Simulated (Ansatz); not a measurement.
## All-electron equations of state of elemental crystals

All-electron LAPW (Ansatz 0.2.0), scalar-relativistic, no spin, Fermi–Dirac smearing 0.136 eV, k-meshes of 8 to 18 points an axis; Birch–Murnaghan fits to pressures. Some or most of these lattices are hypothetical for the element, and V0 is the minimum nearest the starting volume; lattices without a usable fit are left out; mesh and smearing are coarse, and magnetic elements are treated as non-magnetic.

```json
{"element": "Ta", "lattice": "bcc", "functional": "LDA", "V0 (Å³/atom)": "17.24", "B0 (GPa)": "218", "B′": "3.8", "k-points per axis": "14"}
{"element": "Ta", "lattice": "bcc", "functional": "PBEsol", "V0 (Å³/atom)": "17.68", "B0 (GPa)": "207", "B′": "3.9", "k-points per axis": "14"}
{"element": "Ta", "lattice": "diamond", "functional": "LDA", "V0 (Å³/atom)": "26.13", "B0 (GPa)": "79", "B′": "3.4", "k-points per axis": "8"}
{"element": "Ta", "lattice": "diamond", "functional": "PBE", "V0 (Å³/atom)": "28.49", "B0 (GPa)": "69", "B′": "3.4", "k-points per axis": "8"}
{"element": "Ta", "lattice": "diamond", "functional": "PBEsol", "V0 (Å³/atom)": "27.08", "B0 (GPa)": "74", "B′": "3.3", "k-points per axis": "8"}
{"element": "Ta", "lattice": "fcc", "functional": "LDA", "V0 (Å³/atom)": "17.76", "B0 (GPa)": "207", "B′": "3.6", "k-points per axis": "14"}
{"element": "Ta", "lattice": "fcc", "functional": "PBE", "V0 (Å³/atom)": "18.84", "B0 (GPa)": "188", "B′": "3.7", "k-points per axis": "13"}
{"element": "Ta", "lattice": "fcc", "functional": "PBEsol", "V0 (Å³/atom)": "18.22", "B0 (GPa)": "199", "B′": "3.6", "k-points per axis": "14"}
{"element": "Ta", "lattice": "sc", "functional": "LDA", "V0 (Å³/atom)": "19.31", "B0 (GPa)": "164", "B′": "3.9", "k-points per axis": "12"}
{"element": "Ta", "lattice": "sc", "functional": "PBEsol", "V0 (Å³/atom)": "19.84", "B0 (GPa)": "155", "B′": "3.9", "k-points per axis": "12"}
```

**Question.** Give V0 and B0 for sc Ta in PBE.

**Answer.** 20.63 Å³/atom and 143.1 GPa.

**Question.** Give V0 and B0 for bcc Ta in PBE.

**Answer.** 18.31 Å³/atom and 193.2 GPa.
